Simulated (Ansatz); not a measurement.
# The perfect armchair MoS2 nanoribbon (N = 9, bare edges), part 3 of 3

Aim: is the armchair MoS2 nanoribbon (N = 9, bare edges) a metal or a semiconductor?

Ansatz 0.2.0; DFT PBE, plane waves, PAW; relaxation of a wire's period (the session's first sound run).

So far, band gap (eV): step 3 (bands of the perfect wire) 0.490; step 4 (strain along the wire, period over the relaxed period 0.96, k-mesh 1×1×12) 0.421.

## 5. At a strained period, period over the relaxed period 0.98, k-mesh 1×1×12

Level of this step: DFT PBE, plane waves, PAW; relaxation at a fixed period (Ansatz).

The period is set to 0.98 times the relaxed one and the atoms relax within it: strain changes bond lengths and angles, which shifts the bands against each other. Against the first PBE run of this kind, the mesh along the wire has 12 points against 15.

The cell differs from the one that the last finished run ended in (c 5.258 → 5.367 Å).

input.yaml reads:

```yaml
crystal:
  lattice:
    - [19.72, 0.0, 0.0]
    - [0.0, 10.12, 0.0]
    - [0.0, 0.0, 5.3673135906]
  atoms:
    - { symbol: Mo, position: [0.185967825, 0.5, 0.021887142], spin: 0.3 }
    - { symbol: Mo, position: [0.338209799, 0.5, 0.994335355] }
    - { symbol: Mo, position: [0.5, 0.5, 0.001139288] }
    - { symbol: Mo, position: [0.661790201, 0.5, 0.994335355] }
    - { symbol: Mo, position: [0.814032175, 0.5, 0.021887142], spin: 0.3 }
    - { symbol: S, position: [0.172892734, 0.653656591, 0.324247873] }
    - { symbol: S, position: [0.172892734, 0.346343409, 0.324247873] }
    - { symbol: S, position: [0.336626966, 0.651564004, 0.334375284] }
    - { symbol: S, position: [0.336626966, 0.348435996, 0.334375284] }
    - { symbol: S, position: [0.5, 0.655307627, 0.333937074] }
    - { symbol: S, position: [0.5, 0.344692373, 0.333937074] }
    - { symbol: S, position: [0.663373034, 0.651564004, 0.334375284] }
    - { symbol: S, position: [0.663373034, 0.348435996, 0.334375284] }
    - { symbol: S, position: [0.827107266, 0.653656591, 0.324247873] }
    - { symbol: S, position: [0.827107266, 0.346343409, 0.324247873] }
    - { symbol: Mo, position: [0.253439167, 0.5, 0.50839003] }
    - { symbol: Mo, position: [0.419407324, 0.5, 0.499564737] }
    - { symbol: Mo, position: [0.580592676, 0.5, 0.499564737] }
    - { symbol: Mo, position: [0.746560833, 0.5, 0.50839003] }
    - { symbol: S, position: [0.258342149, 0.657922582, 0.828684636] }
    - { symbol: S, position: [0.258342149, 0.342077418, 0.828684636] }
    - { symbol: S, position: [0.419459022, 0.65466453, 0.833350214] }
    - { symbol: S, position: [0.419459022, 0.34533547, 0.833350214] }
    - { symbol: S, position: [0.580540978, 0.65466453, 0.833350214] }
    - { symbol: S, position: [0.580540978, 0.34533547, 0.833350214] }
    - { symbol: S, position: [0.741657851, 0.657922582, 0.828684636] }
    - { symbol: S, position: [0.741657851, 0.342077418, 0.828684636] }
magnetization:
  spin_polarized: true
kpoints:
  mp_grid: { grid: [1, 1, 12] }
  band_path: { path: ["Γ", Z], npoints: 90 }
scf:
  occupations: { method: fermi_dirac, width: 0.05 }
hamiltonian:
  xc: pbe
relax:
  max_steps: 40
  f_tol: 0.02
output:
  stress: true
```

Command:

```sh
> ansatz run input.yaml --threads 4 --pin off --max-ram 16384MiB --backend cpu --events-out ev --progress --plain --runs-dir out
```

Numbers of over 12 decimals in the logs are rounded to 6 here.

Output:

```text
[...]
Crystal: 27 atoms, lattice volume = 1071.135 Å³
Basis set: ecut = 420 eV, 20849 PW (Γ), exchange–correlation on 270×144×72 points (8 copies of the dense FFT grid, shifted against one another)
Bands: 145, of which v1, the nominal top of the filled ones, is band 117 counted from 1 (116 counted from 0)
[...]
- { symbol: Mo, position: [0.418933, 0.500000, 0.498452] }
    - { symbol: Mo, position: [0.581067, 0.500000, 0.498452] }
    - { symbol: Mo, position: [0.747797, 0.500000, 0.506984] }
[...]
- { symbol: S, position: [0.581022, 0.655436, 0.833879] }
    - { symbol: S, position: [0.581022, 0.344564, 0.833879] }
    - { symbol: S, position: [0.742792, 0.658640, 0.829978] }
    - { symbol: S, position: [0.742792, 0.341360, 0.829978] }
[key lines of the parts left out:]
SCF converged after 2 iterations
Magnetization: 0.0000 μB (117.0000 up, 117.0000 down)
Free energy (F): -60857.362080 eV
Fermi energy:    1.982171 eV
P = ⅓ Tr σ = 0.5125 GPa (5.125 kbar)
```

Run time: 12 min. Hardware: 4 threads of Intel Xeon Platinum 8259CL at 2.50GHz (Skylake/Cascade Lake), shared host; peak memory 13 GiB; 47 min of CPU time.

Step by step:

| step | energy less that of the first step (eV) | largest force component (eV/Å) |
| --- | --- | --- |
| 1 | 0.0000 | 0.5223 |
| 2 | -0.0445 | 0.2200 |
| 3 | -0.0564 | 0.0910 |
| 4 | -0.0573 | 0.0545 |
| 5 | -0.0576 | 0.0182 |
| 6 | -0.0576 | 0.0182 |

The run keeps the 4 symmetry operations that it works with, so distortions that break them were not tested.

The atoms that moved most (Å):

| atom | dx | dy | dz | length |
| --- | --- | --- | --- | --- |
| S15 | 0.053 | 0.002 | 0.011 | 0.054 |
| S14 | 0.053 | -0.002 | 0.011 | 0.054 |
| S7 | -0.053 | 0.002 | 0.011 | 0.054 |
| S6 | -0.053 | -0.002 | 0.011 | 0.054 |
| Mo1 | -0.043 | 0.000 | -0.029 | 0.052 |
| Mo5 | 0.043 | 0.000 | -0.029 | 0.052 |
| Mo19 | 0.024 | 0.000 | -0.008 | 0.026 |
| Mo16 | -0.024 | 0.000 | -0.008 | 0.026 |

Final coordinates:

```xyz
27
Lattice="19.7200 0.0000 0.0000 0.0000 10.1200 0.0000 0.0000 0.0000 5.3673" Properties=species:S:1:pos:R:3
Mo    3.6240    5.0600    0.0881
Mo    6.6544    5.0600    5.3329
Mo    9.8600    5.0600   -0.0010
Mo   13.0656    5.0600    5.3329
Mo   16.0960    5.0600    0.0881
S     3.3566    6.6131    1.7514
S     3.3566    3.5069    1.7514
S     6.6220    6.6031    1.7979
S     6.6220    3.5169    1.7979
S     9.8600    6.6388    1.7946
S     9.8600    3.4812    1.7946
S    13.0980    6.6031    1.7979
S    13.0980    3.5169    1.7979
S    16.3634    6.6131    1.7514
S    16.3634    3.5069    1.7514
Mo    4.9734    5.0600    2.7211
Mo    8.2614    5.0600    2.6753
Mo   11.4586    5.0600    2.6753
Mo   14.7466    5.0600    2.7211
S     5.0721    6.6654    4.4548
S     5.0721    3.4546    4.4548
S     8.2622    6.6330    4.4757
S     8.2622    3.4870    4.4757
S    11.4578    6.6330    4.4757
S    11.4578    3.4870    4.4757
S    14.6479    6.6654    4.4548
S    14.6479    3.4546    4.4548
```

The gap is 0.457 eV, against 0.490 eV under PBE at the relaxed period, with no moment.

## 6. At a strained period, period over the relaxed period 1.02, k-mesh 1×1×11

The period is set to 1.02 times the relaxed one and the atoms relax within it: strain changes bond lengths and angles, which shifts the bands against each other. Against the first PBE run of this kind, the mesh along the wire has 11 points against 15.

The cell differs from the one that the last finished run ended in (c 5.367 → 5.586 Å).

Changes to input.yaml since step 5:

```diff
@@ -4,3 +4,3 @@
     - [0.0, 10.12, 0.0]
-    - [0.0, 0.0, 5.3673135906]
+    - [0.0, 0.0, 5.5863876147]
   atoms:
@@ -36,3 +36,3 @@
 kpoints:
-  mp_grid: { grid: [1, 1, 12] }
+  mp_grid: { grid: [1, 1, 11] }
   band_path: { path: ["Γ", Z], npoints: 90 }
```

Output:

```text
[...]
Crystal: 27 atoms, lattice volume = 1114.855 Å³
Basis set: ecut = 420 eV, 21799 PW (Γ), exchange–correlation on 270×144×80 points (8 copies of the dense FFT grid, shifted against one another)
Bands: 145, of which v1, the nominal top of the filled ones, is band 117 counted from 1 (116 counted from 0)
[...]
- { symbol: Mo, position: [0.419836, 0.500000, 0.500187] }
    - { symbol: Mo, position: [0.580164, 0.500000, 0.500187] }
    - { symbol: Mo, position: [0.745461, 0.500000, 0.509933] }
[...]
- { symbol: S, position: [0.580127, 0.653856, 0.832540] }
    - { symbol: S, position: [0.580127, 0.346144, 0.832540] }
    - { symbol: S, position: [0.740766, 0.657309, 0.827608] }
    - { symbol: S, position: [0.740766, 0.342691, 0.827608] }
[key lines of the parts left out:]
SCF converged after 8 iterations
Magnetization: -0.0000 μB (117.0000 up, 117.0000 down)
Free energy (F): -60857.370190 eV
Fermi energy:    1.692232 eV
P = ⅓ Tr σ = -0.4276 GPa (-4.276 kbar)
```

It took 12 min on 4 threads; peak memory 13 GiB; 46 min of CPU time.

The steps of the relaxation:

| step | energy less that of the first step (eV) | largest force component (eV/Å) |
| --- | --- | --- |
| 1 | 0.0000 | 0.4178 |
| 2 | -0.0325 | 0.2350 |
| 3 | -0.0471 | 0.0842 |
| 4 | -0.0479 | 0.0558 |
| 5 | -0.0483 | 0.0132 |

Forces are held to the 4 operations that the run works with; a distortion that breaks them can't arise in this run.

The atoms that moved most (Å):

| atom | dx | dy | dz | length |
| --- | --- | --- | --- | --- |
| Mo5 | -0.043 | 0.000 | 0.031 | 0.053 |
| Mo1 | 0.043 | 0.000 | 0.031 | 0.053 |
| S6 | 0.047 | 0.002 | -0.005 | 0.048 |
| S7 | 0.047 | -0.002 | -0.005 | 0.048 |
| S14 | -0.047 | 0.002 | -0.005 | 0.048 |
| S15 | -0.047 | -0.002 | -0.005 | 0.048 |
| Mo16 | 0.022 | 0.000 | 0.009 | 0.023 |
| Mo19 | -0.022 | 0.000 | 0.009 | 0.023 |

The relaxed structure:

```xyz
27
Lattice="19.7200 0.0000 0.0000 0.0000 10.1200 0.0000 0.0000 0.0000 5.5864" Properties=species:S:1:pos:R:3
Mo    3.7102    5.0600    0.1534
Mo    6.6822    5.0600    5.5547
Mo    9.8600    5.0600    0.0108
Mo   13.0378    5.0600    5.5547
Mo   16.0098    5.0600    0.1534
S     3.4567    6.6166    1.8065
S     3.4567    3.5034    1.8065
S     6.6521    6.5829    1.8625
S     6.6521    3.5371    1.8625
S     9.8600    6.6242    1.8620
S     9.8600    3.4958    1.8620
S    13.0679    6.5829    1.8625
S    13.0679    3.5371    1.8625
S    16.2633    6.6166    1.8065
S    16.2633    3.5034    1.8065
Mo    5.0195    5.0600    2.8487
Mo    8.2792    5.0600    2.7942
Mo   11.4408    5.0600    2.7942
Mo   14.7005    5.0600    2.8487
S     5.1121    6.6520    4.6233
S     5.1121    3.4680    4.6233
S     8.2799    6.6170    4.6509
S     8.2799    3.5030    4.6509
S    11.4401    6.6170    4.6509
S    11.4401    3.5030    4.6509
S    14.6079    6.6520    4.6233
S    14.6079    3.4680    4.6233
```

The gap is 0.522 eV, against 0.490 eV under PBE at the relaxed period, with no moment.

## 7. Strain along the wire, period over the relaxed period 1.04, k-mesh 1×1×11

The period is set to 1.04 times the relaxed one and the atoms relax within it: strain changes bond lengths and angles, which shifts the bands against each other. Against the first PBE run of this kind, the mesh along the wire has 11 points against 15.

The cell differs from the one that the last finished run ended in (c 5.586 → 5.696 Å).

Changes to input.yaml since step 6:

```diff
@@ -4,3 +4,3 @@
     - [0.0, 10.12, 0.0]
-    - [0.0, 0.0, 5.5863876147]
+    - [0.0, 0.0, 5.6959246268]
   atoms:
```

Output:

```text
[...]
Crystal: 27 atoms, lattice volume = 1136.715 Å³
Basis set: ecut = 420 eV, 22255 PW (Γ), exchange–correlation on 270×144×80 points (8 copies of the dense FFT grid, shifted against one another)
Bands: 145, of which v1, the nominal top of the filled ones, is band 117 counted from 1 (116 counted from 0)
[...]
- { symbol: Mo, position: [0.420255, 0.500000, 0.500709] }
    - { symbol: Mo, position: [0.579745, 0.500000, 0.500709] }
    - { symbol: Mo, position: [0.744399, 0.500000, 0.511073] }
[...]
- { symbol: S, position: [0.579732, 0.653061, 0.831781] }
    - { symbol: S, position: [0.579732, 0.346939, 0.831781] }
    - { symbol: S, position: [0.740014, 0.656563, 0.826665] }
    - { symbol: S, position: [0.740014, 0.343437, 0.826665] }
[key lines of the parts left out:]
SCF converged after 8 iterations
Magnetization: 0.0000 μB (117.0000 up, 117.0000 down)
Free energy (F): -60857.105925 eV
Fermi energy:    1.566474 eV
P = ⅓ Tr σ = -0.8227 GPa (-8.227 kbar)
```

Wall time 13 min (4 threads); peak memory 13 GiB.

The steps of the relaxation:

| step | energy less that of the first step (eV) | largest force component (eV/Å) |
| --- | --- | --- |
| 1 | 0.0000 | 0.8031 |
| 2 | -0.1175 | 0.4731 |
| 3 | -0.1786 | 0.1675 |
| 4 | -0.1819 | 0.1124 |
| 5 | -0.1833 | 0.0253 |
| 6 | -0.1833 | 0.0241 |
| 7 | -0.1835 | 0.0016 |

The run keeps the 4 symmetry operations that it works with, so distortions that break them were not tested.

The atoms that moved most (Å):

| atom | dx | dy | dz | length |
| --- | --- | --- | --- | --- |
| Mo5 | -0.082 | 0.000 | 0.063 | 0.104 |
| Mo1 | 0.082 | 0.000 | 0.063 | 0.104 |
| S6 | 0.090 | 0.001 | -0.009 | 0.090 |
| S7 | 0.090 | -0.001 | -0.009 | 0.090 |
| S14 | -0.090 | 0.001 | -0.009 | 0.090 |
| S15 | -0.090 | -0.001 | -0.009 | 0.090 |
| Mo19 | -0.043 | 0.000 | 0.015 | 0.045 |
| Mo16 | 0.043 | 0.000 | 0.015 | 0.045 |

Final coordinates:

```xyz
27
Lattice="19.7200 0.0000 0.0000 0.0000 10.1200 0.0000 0.0000 0.0000 5.6959" Properties=species:S:1:pos:R:3
Mo    3.7498    5.0600    0.1878
Mo    6.6939    5.0600    5.6624
Mo    9.8600    5.0600    0.0145
Mo   13.0261    5.0600    5.6624
Mo   15.9702    5.0600    0.1878
S     3.4994    6.6164    1.8378
S     3.4994    3.5036    1.8378
S     6.6657    6.5719    1.8936
S     6.6657    3.5481    1.8936
S     9.8600    6.6166    1.8953
S     9.8600    3.5034    1.8953
S    13.0543    6.5719    1.8936
S    13.0543    3.5481    1.8936
S    16.2206    6.6164    1.8378
S    16.2206    3.5036    1.8378
Mo    5.0404    5.0600    2.9110
Mo    8.2874    5.0600    2.8520
Mo   11.4326    5.0600    2.8520
Mo   14.6796    5.0600    2.9110
S     5.1269    6.6444    4.7086
S     5.1269    3.4756    4.7086
S     8.2877    6.6090    4.7378
S     8.2877    3.5110    4.7378
S    11.4323    6.6090    4.7378
S    11.4323    3.5110    4.7378
S    14.5931    6.6444    4.7086
S    14.5931    3.4756    4.7086
```

The gap is 0.542 eV, against 0.490 eV under PBE at the relaxed period, with no moment.

## 8. Strain along the wire, period over the relaxed period 1.06, k-mesh 1×1×11

The period is set to 1.06 times the relaxed one and the atoms relax within it: strain changes bond lengths and angles, which shifts the bands against each other. Against the first PBE run of this kind, the mesh along the wire has 11 points against 15.

The cell differs from the one that the last finished run ended in (c 5.696 → 5.805 Å).

Changes to input.yaml since step 7:

```diff
@@ -4,3 +4,3 @@
     - [0.0, 10.12, 0.0]
-    - [0.0, 0.0, 5.6959246268]
+    - [0.0, 0.0, 5.8054616388]
   atoms:
```

Output:

```text
[...]
Crystal: 27 atoms, lattice volume = 1158.575 Å³
Basis set: ecut = 420 eV, 22675 PW (Γ), exchange–correlation on 270×144×80 points (8 copies of the dense FFT grid, shifted against one another)
Bands: 145, of which v1, the nominal top of the filled ones, is band 117 counted from 1 (116 counted from 0)
[...]
- { symbol: Mo, position: [0.420677, 0.5, 0.500839] }
    - { symbol: Mo, position: [0.579323, 0.5, 0.500839] }
    - { symbol: Mo, position: [0.743302, 0.5, 0.511996] }
[...]
- { symbol: S, position: [0.579425, 0.652198, 0.830975] }
    - { symbol: S, position: [0.579425, 0.347802, 0.830975] }
    - { symbol: S, position: [0.739471, 0.655790, 0.825888] }
    - { symbol: S, position: [0.739471, 0.344210, 0.825888] }
[key lines of the parts left out:]
SCF converged after 3 iterations
Magnetization: -0.0000 μB (117.0000 up, 117.0000 down)
Free energy (F): -60856.688836 eV
Fermi energy:    1.454032 eV
P = ⅓ Tr σ = -1.1703 GPa (-11.703 kbar)
```

The job ended after 12 min (4 threads; peak memory 14 GiB).

The gap is 0.486 eV, against 0.490 eV under PBE at the relaxed period, with no moment.

## 9. The series together

Times are for 4 threads of Intel Xeon Platinum 8259CL at 2.50GHz (Skylake/Cascade Lake), shared host. The runs compared:

| no. | period over the relaxed period | k-mesh | pressure (GPa) | band gap (eV) | time | memory (GiB) |
| --- | --- | --- | --- | --- | --- | --- |
| 1 | 0.96 | 1×1×12 | 1.023 | 0.421 | 13 min | 12 |
| 2 | 0.98 | 1×1×12 | 0.5125 | 0.457 | 12 min | 13 |
| 3 | 1.02 | 1×1×11 | -0.4276 | 0.522 | 12 min | 13 |
| 4 | 1.04 | 1×1×11 | -0.8227 | 0.542 | 13 min | 13 |
| 5 | 1.06 | 1×1×11 | -1.170 | 0.486 | 12 min | 14 |

## 10. Outcome

| Property | Result |
| --- | --- |
| cell length, PBE | 5.477 Å |
| gap, PBE | 0.490 eV |
| gap, period scaled by 0.96 | 0.421 eV |
| gap, period scaled by 0.98 | 0.457 eV |
| gap, period scaled by 1.02 | 0.522 eV |
| gap, period scaled by 1.04 | 0.542 eV |
| gap, period scaled by 1.06 | 0.486 eV |

**Reading.** Under PBE the cell's length is 5.48 Å, no moment survives, and a gap of 0.49 eV makes it a semiconductor. Strain matters: under PBE the gap goes from 0.49 eV to 0.421 eV at 0.96 times the period, 0.457 eV at 0.98 times the period, 0.522 eV at 1.02 times the period, 0.542 eV at 1.04 times the period and 0.486 eV at 1.06 times the period. In the perfect wire the moments were started parallel, and no opposed start was run.

[Logs are printed without paths, hosts, clocks, repeated set-up lines and the standing remarks that a program may print on its own settings, such as how far it seeks lower states.]

[Hosts, paths, dates, database ids (printed as entryN), source tags and the programs' standing remarks are cut or masked in the printed files.]
